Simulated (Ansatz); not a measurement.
**Nb (Fm-3m)**

The calculation used DFT PBE, scalar-relativistic, plane waves, PAW in Ansatz.

Plane waves to 420 eV, a k mesh through Γ of 18×18×18 on the computed 1-atom cell and Gaussian smearing (0.10 eV); no spin polarisation.

The structure is relaxed at this level of theory with its symmetry kept. This fcc form isn't the element's structure at ambient conditions.

```
Nb
1.0
     0.00000    2.10923    2.10923
     2.10923    0.00000    2.10923
     2.10923    2.10923    0.00000
Nb
1
Cartesian
  0.0000 0.0000 0.0000
```

```json
{
 "Space group": "Fm-3m (No. 225)",
 "Volume per atom": "18.77 Å³",
 "Formation energy from the elements' standard states (uncorrected)": "+0.324 eV/atom",
 "Kohn–Sham band gap": "none (metal)",
 "Density of states at the Fermi level": "1.48 states/eV per cell",
 "Löwdin character within 0.5 eV of the Fermi level": "Nb 4d 89 %",
 "Bulk modulus": "164 GPa",
 "Its pressure derivative": "3.6",
 "Bader charges (e)": "Nb (1 in the cell) 0.00"
}
```